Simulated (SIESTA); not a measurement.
In under changes of volume

One of the cells (26.686 Å³/atom); the others are scaled copies at fixed shape and fractional positions:

```
In
1.0
     3.26063    0.00000    0.00000
    -1.08688    3.07415    0.00000
    -1.08688   -1.53708    2.66229
In
1
Direct
  0.00000 0.00000 0.00000
```

This isn't the form of In at room conditions, which is tetragonal.

- Program: SIESTA 5.4.2
- Functional: PBE
- Potentials or basis: SG15 1.2 NC or PseudoDojo by element (PBE files)
- Basis: TZP (energy shift 0.02 Ry)
- Grid cutoff: 500 Ry
- Energy shift: 0.02 Ry
- k mesh: 10 × 10 × 10
- Occupations: fermi-dirac, width 0.05 eV
- Spin: no spin polarisation

| volume (Å³/atom) | energy over the lowest point (meV/atom) | pressure (GPa) |
| --- | --- | --- |
| 25.085 | 3.55 | 1.7 |
| 25.618 | 0.14 | 0.6 |
| 26.152 | 0.00 | -0.4 |
| 26.686 | 2.24 | -1.0 |
| 27.220 | 6.19 | -1.3 |
| 27.753 | ? | ? |
| 28.287 | 15.26 | -1.5 |

Q: What does the run at 27.753 Å³/atom give?

A: Energy over the lowest point 10.58 meV/atom; pressure -1.4 GPa.

Worked out: A Birch-Murnaghan fit of order 3 (a polynomial in V^(-2/3)) to the other rows has its minimum at 25.89 Å³/atom with B0 = V·E''(V) = 42 GPa (rough, since the energies scatter). It gives 10.63 meV/atom at 27.753 Å³/atom, against the run's 10.58, and -dE/dV = -1.4 GPa, against -1.4.

Energies are extrapolated to zero smearing.

Caveats: semicore shells carry a single zeta, which can move pressures by several GPa and volumes by a few percent; the basis of atomic orbitals isn't converged, which shifts pressures, moduli and gaps.
